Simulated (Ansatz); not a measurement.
Below is a relaxed structure of GaSb. The cell was found from a structure generator's guess, not taken from experiment.

The calculation used DFT PBE, scalar-relativistic, plane waves, PAW in Ansatz 0.2.0. Cutoff 420 eV, Γ-centred mesh, Gaussian smearing, no spin polarisation.

```xyz
8
Lattice="-4.2697 4.2697 4.2697 4.2697 -4.2697 4.2697 4.2697 4.2697 -4.2697" Properties=species:S:1:pos:R:3 pbc="T T T"
Ga    1.3311    1.3311    1.3311
Ga    2.9387    2.9387   -2.9387
Ga    2.9387   -2.9387    2.9387
Ga   -2.9387    2.9387    2.9387
Sb    2.8680    2.8680    2.8680
Sb    1.4017    1.4017   -1.4017
Sb    1.4017   -1.4017    1.4017
Sb   -1.4017    1.4017    1.4017
```

The zero of energy is the elements' standard structures at the same level; no fitted shifts are applied.

Q: What space group does it have?

A: I-43m (No. 217). Conventional cell: a = 8.539 Å. Around Ga lie 4 Sb at 2.66–2.73 Å; Sb is surrounded by 4 Ga at 2.66–2.73 Å.

Q: What is its formation energy per atom?

A: +0.05 eV/atom. The separate elements lie lower, so it is unstable against them.

Q: Is it a metal?

A: There is no gap on the 6×6×6 mesh, but valence and conduction bands overlap by only 0.11 eV, so at this level it is a semimetal.

Q: From what recipe could a structure generator have reached it?

A: One such recipe: 4-connected net, two elements alternating (I-43m, No. 217). Other recipes can lead to the same cell.

The last run used a 6×6×6 mesh for its 8-atom cell and Gaussian smearing of 0.10 eV. Spin–orbit coupling, which can matter for Sb, is left out. The zero gap may come from the functional, which often closes small gaps. Symmetry constrained the relaxation, so the result can be a saddle point.
